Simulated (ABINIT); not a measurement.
# Ge (Fd-3m) in ABINIT: single point with PBE0-1/3

Aim: the single point of Ge with PBE0-1/3.

All numbers are computed with ABINIT 10.8.3 (patched build); they aren't measurements. Logs are shortened: lines on timing, memory, paths and dates and some standing lists are left out, and cuts for length are marked. The log counts tension as positive stress, the text compression.

**Measured values to compare with.**

“Electronic and optical properties of SixGe1-x-ySny alloys lattice-matched to Ge”, 2021, arxiv:2109.02782 reports, for a bulk crystal of Ge at 293 K: band gap 0.666 eV (indirect).

How close the calculation comes is told below.

## (1) The structure

Symmetry: Fd-3m, No. 227, cubic system. Conventional cell: a = 5.658 Å, b = 5.658 Å, c = 5.658 Å, α = 90.00°, β = 90.00°, γ = 90.00°. Ge (site symmetry -43m) has 4 Ge at 2.45 Å as nearest neighbours.

## (2) Single point, PBE0-1/3

Input file run.abi:

```
# Pseudopotentials
pp_dirpath "./"
pseudos "32_Ge_14_2.2_2.3_pbe_n_v1.0.psp8"

# Structure
acell 7.5601949712 7.5601949712 7.5601949712
rprim
     0.0000000000     0.7071067812     0.7071067812
     0.7071067812     0.0000000000     0.7071067812
     0.7071067812     0.7071067812     0.0000000000
ntypat 1
znucl 32
natom 2
typat 1 1
xcart
     8.0187976968     8.0187976968     8.0187976968
     5.3458651312     5.3458651312     5.3458651312

# Plane-wave basis
ecut 28.0

# k points
kptopt 1
ngkpt 6 6 6
nshiftk 1
shiftk 0.0 0.0 0.0

# Exchange and correlation
ixc 42
fockdownsampling 2 2 2

# Bands and occupations
nband 18
occopt 3
tsmear 0.00183747

# SCF cycle
nstep 60
toldfe 1.0e-7

# Output
iomode 3
prtwf 0
prtden 0
prteig 0
prtebands 0
```

Potentials or basis: SPMS NC PBE v1.0.

Run with:

```
mpirun --bind-to none -np 4 abinit run.abi > log 2>&1
```

run.abo:

```text
.Version 10.8.3 of ABINIT
 Symmetries : space group Fd -3 m (#227); Bravais cF (face-center cubic)
================================================================================
 Values of the parameters that define the memory need of the present run
     intxc =       0    ionmov =       0      iscf =       7    lmnmax =       6
     lnmax =       6     mgfft =      40  mpssoang =       3    mqgrid =    3001
     natom =       2  nloc_mem =       1    nspden =       1   nspinor =       1
    nsppol =       1      nsym =      48    n1xccc =    2501    ntypat =       1
    occopt =       3   xclevel =       2
       mpw =        2200          nfft =       64000          nkpt =          16
================================================================================
================================================================================

--------------------------------------------------------------------------------
------------- Echo of variables that govern the present computation ------------
--------------------------------------------------------------------------------
 -outvars: echo values of preprocessed input variables --------
            acell      7.5601949712E+00  7.5601949712E+00  7.5601949712E+00 Bohr
              amu      7.26100000E+01
             ecut      2.80000000E+01 Hartree
 fockdownsampling           2       2       2
              ixc          42
         kptrlatt        6    0    0      0    6    0      0    0    6
          kptrlen      4.53611698E+01
            natom           2
            nband          18
          nbandhf          18
            ngfft          40      40      40
             nkpt          16
           nkpthf          27
            nstep          60
             nsym          48
           ntypat           1
           occopt           3
        optforces           0
        optstress           0
           prtden           0
        prtebands           0
           prteig           0
            prtwf           0
            rprim      0.0000000000E+00  7.0710678120E-01  7.0710678120E-01
                       7.0710678120E-01  0.0000000000E+00  7.0710678120E-01
                       7.0710678120E-01  7.0710678120E-01  0.0000000000E+00
          spgroup         227
           toldfe      1.00000000E-07 Hartree
           tsmear      1.83747000E-03 Hartree
            typat      1  1
          usefock           1
           xangst      4.2433649971E+00  4.2433649971E+00  4.2433649971E+00
                       2.8289099981E+00  2.8289099981E+00  2.8289099981E+00
            xcart      8.0187976968E+00  8.0187976968E+00  8.0187976968E+00
                       5.3458651312E+00  5.3458651312E+00  5.3458651312E+00
             xred      7.4999999998E-01  7.4999999998E-01  7.4999999998E-01
                       4.9999999998E-01  4.9999999998E-01  4.9999999998E-01
            znucl       32.00000

================================================================================

 chkinp: Checking input parameters for consistency.

================================================================================
== DATASET  1 ==================================================================

--- !DatasetInfo
iteration_state: {dtset: 1, }
dimensions: {natom: 2, nkpt: 16, mband: 18, nsppol: 1, nspinor: 1, nspden: 1, mpw: 2200, }
cutoff_energies: {ecut:  28.0, pawecutdg:  -1.0, }
electrons: {nelect:   2.80000000E+01, charge:   0.00000000E+00, occopt:   3.00000000E+00, tsmear:   1.83747000E-03, }
meta: {optdriver: 0, ionmov: 0, optcell: 0, iscf: 7, paral_kgb: 0, }
...

 Exchange-correlation functional for the present dataset will be:
  modified PBE0 with alpha=0.33

 Real(R)+Recip(G) space primitive vectors, cartesian coordinates (Bohr,Bohr^-1):
 R(1)=  0.0000000  5.3458651  5.3458651  G(1)= -0.0935302  0.0935302  0.0935302
 R(2)=  5.3458651  0.0000000  5.3458651  G(2)=  0.0935302 -0.0935302  0.0935302
 R(3)=  5.3458651  5.3458651  0.0000000  G(3)=  0.0935302  0.0935302 -0.0935302
 Unit cell volume ucvol=  3.0555120E+02 bohr^3
 Angles (23,13,12)=  6.00000000E+01  6.00000000E+01  6.00000000E+01 degrees

 getcut: wavevector=  0.0000  0.0000  0.0000  ngfft=  40  40  40
         ecut(hartree)=     28.000   => boxcut(ratio)=   2.22118

 getcut : COMMENT -
  Note that boxcut > 2.2 ; recall that boxcut=Gcut(box)/Gcut(sphere) = 2
  is sufficient for exact treatment of convolution.
  Such a large boxcut is a waste : you could raise ecut
  e.g. ecut=   34.535341 Hartrees makes boxcut=2

--- Pseudopotential description ------------------------------------------------
- pspini: atom type   1  psp file is ./32_Ge_14_2.2_2.3_pbe_n_v1.0.psp8
    8   11    2    4       600   0.00000      pspcod,pspxc,lmax,lloc,mmax,r2well
    5.99000000000000    5.00000000000000    0.00000000000000   rchrg,fchrg,qchrg
     nproj     2     2     2
     extension_switch     1

   1.53989055E+03                                ecore*ucvol(ha*bohr**3)
--------------------------------------------------------------------------------

================================================================================

--- !BeginCycle
iteration_state: {dtset: 1, }
solver: {iscf: 7, nstep: 60, nline: 4, wfoptalg: 0, }
tolerances: {toldfe: 1.00E-07, }
...

     iter   Etot(hartree)      deltaE(h)  residm     vres2
 ETOT  1  -154.25794796490    -1.543E+02 4.208E-01 2.586E+02
 ETOT  2  -159.84934110228    -5.591E+00 3.394E-03 2.073E+02
 ETOT  3  -159.91141448954    -6.207E-02 1.685E-03 8.867E+01
 ETOT  4  -159.91257376204    -1.159E-03 6.233E-04 7.789E+01
 ETOT  5  -159.91691409049    -4.340E-03 4.134E-04 1.667E+01
 ETOT  6  -159.92226265768    -5.349E-03 1.451E-04 3.232E+00
 ETOT  7  -159.92295418660    -6.915E-04 2.211E-05 1.141E+00
 ETOT  8  -159.92311336331    -1.592E-04 1.062E-05 8.198E-02
 ETOT  9  -159.92305069083     6.267E-05 2.157E-06 2.130E-02
 ETOT 10  -159.92300149506     4.920E-05 1.949E-06 2.749E-02
 ETOT 11  -159.92302492476    -2.343E-05 7.453E-07 9.027E-04
 ETOT 12  -159.92301530362     9.621E-06 2.221E-07 1.536E-05
 ETOT 13  -159.92301375227     1.551E-06 7.804E-08 2.694E-06
 ETOT 14  -159.92301393655    -1.843E-07 3.702E-08 1.437E-07
 ETOT 15  -159.92301394292    -6.374E-09 1.590E-08 1.889E-08
 ETOT 16  -159.92301391740     2.552E-08 7.264E-09 4.740E-09

 At SCF step   16, etot is converged :
  for the second time, diff in etot=  2.552E-08 < toldfe=  1.000E-07

--- !ResultsGS
iteration_state: {dtset: 1, }
comment   : Summary of ground state results
lattice_vectors:
- [  0.0000000,   5.3458651,   5.3458651, ]
- [  5.3458651,   0.0000000,   5.3458651, ]
- [  5.3458651,   5.3458651,   0.0000000, ]
lattice_lengths: [   7.56019,    7.56019,    7.56019, ]
lattice_angles: [ 60.000,  60.000,  60.000, ] # degrees, (23, 13, 12)
lattice_volume:   3.0555120E+02
convergence: {deltae:  2.552E-08, res2:  4.740E-09, residm:  7.264E-09, diffor:  0.000E+00, }
etotal    :  -1.59923014E+02
entropy   :   0.00000000E+00
fermie    :   1.98721569E-01
cartesian_stress_tensor: null
pressure_GPa: null
xred      :
- [  7.5000E-01,   7.5000E-01,   7.5000E-01, Ge]
- [  5.0000E-01,   5.0000E-01,   5.0000E-01, Ge]
cartesian_forces: null
force_length_stats: {min: null, max: null, mean: null, }
...

 Integrated electronic density in atomic spheres:
 ------------------------------------------------
 Atom  Sphere_radius  Integrated_density
    1        2.00000         11.54564382
    2        2.00000         11.54564382
================================================================================

 ----iterations are completed or convergence reached----

 Mean square residual over all n,k,spin=   33.816E-12; max=  72.637E-10
 reduced coordinates (array xred) for    2 atoms
       0.749999999985      0.749999999985      0.749999999985
       0.499999999985      0.499999999985      0.499999999985

 cartesian coordinates (angstrom) at end:
    1      4.24336499712643     4.24336499712643     4.24336499712643
    2      2.82890999805570     2.82890999805570     2.82890999805570
 length scales=  7.560194971200  7.560194971200  7.560194971200 bohr
              =  4.000682886028  4.000682886028  4.000682886028 angstroms
 Fermi (or HOMO) energy (hartree) =   0.19872   Average Vxc (hartree)=  -0.27251
 Eigenvalues (hartree) for nkpt=  16  k points:
 kpt#   1, nband= 18, wtk=  0.00463, kpt=  0.0000  0.0000  0.0000 (reduced coord)
  -0.78086   -0.78086   -0.78086   -0.77943   -0.77943   -0.76914   -0.76914   -0.76914
  -0.76727   -0.76727   -0.36614    0.15718    0.15718    0.15718    0.23874    0.33254
   0.33254    0.33254
      occupation numbers for kpt#   1
   2.00000    2.00000    2.00000    2.00000    2.00000    2.00000    2.00000    2.00000
   2.00000    2.00000    2.00000    2.00000    2.00000    2.00000    0.00000    0.00000
   0.00000    0.00000
 prteigrs : prtvol=0 or 1, do not print more k-points.

--- !EnergyTerms
iteration_state     : {dtset: 1, }
comment             : Components of total free energy in Hartree
kinetic             :  9.92419908129808E+01
hartree             :  4.32848018386468E+01
xc                  : -3.00067514987485E+01
Ewald energy        : -9.87503790980594E+01
psp_core            :  5.03971369299449E+00
local_psp           : -1.25423487814009E+02
non_local_psp+x     : -5.33089018512093E+01
internal            : -1.59923013917404E+02
'-kT*entropy'       : -3.70607438378379E-13
total_energy        : -1.59923013917404E+02
...

--- !EnergyTermsDC
iteration_state     : {dtset: 1, }
comment             : '"Double-counting" decomposition of free energy'
band_energy         : -1.60343898903001E+01
Ewald energy        : -9.87503790980594E+01
psp_core            :  5.03971369299449E+00
xc_dc               : -5.01779425348053E+01
internal            : -1.59922997830170E+02
'-kT*entropy'       : -3.70607438378379E-13
total_energy_dc     : -1.59922997830171E+02
...

== END DATASET(S) ==============================================================
================================================================================

 -outvars: echo values of variables after computation  --------
            acell      7.5601949712E+00  7.5601949712E+00  7.5601949712E+00 Bohr
           etotal     -1.5992301392E+02
            fcart      9.9999999999E+99  9.9999999999E+99  9.9999999999E+99
                       9.9999999999E+99  9.9999999999E+99  9.9999999999E+99
            rprim      0.0000000000E+00  7.0710678120E-01  7.0710678120E-01
                       7.0710678120E-01  0.0000000000E+00  7.0710678120E-01
                       7.0710678120E-01  7.0710678120E-01  0.0000000000E+00
           strten      9.9999999999E+99  9.9999999999E+99  9.9999999999E+99
                       9.9999999999E+99  9.9999999999E+99  9.9999999999E+99
           xangst      4.2433649971E+00  4.2433649971E+00  4.2433649971E+00
                       2.8289099981E+00  2.8289099981E+00  2.8289099981E+00
             xred      7.4999999998E-01  7.4999999998E-01  7.4999999998E-01
                       4.9999999998E-01  4.9999999998E-01  4.9999999998E-01
 Calculation completed.
```

Wall time 28 min (4 MPI ranks of Arm Neoverse V1, shared host); peak memory 0.4 GiB.

What came out:

* Free energy: -4351.7269 eV
* Band gap on the k mesh: 2.22 eV, direct
* Valence electrons inside the program's atomic spheres: Ge 11.55 (radii [1.0584] Å)

Caveat: exact exchange is summed on a coarse mesh, which widens gaps by tenths of an eV; the potentials were made for another functional, which shifts forces and pressure.

## (3) Against experiment

Step 2. Measured gap of Ge: 0.666 eV (indirect; 293 K; “Electronic and optical properties of SixGe1-x-ySny alloys lattice-matched to Ge”, 2021, arxiv:2109.02782). This calculation gives 2.22 eV (+1.55 eV). So large a miss can be the level of theory's own, or it may mean another phase, state or a wrong row. 3 values of this kind are on record (0.666 to 0.807 eV); this one was drawn at random among those near their median. Spin-orbit coupling on Ge is left out. The value is that of PBE0-1/3 on a finite k mesh, which can miss the band edges, without temperature or zero-point motion.
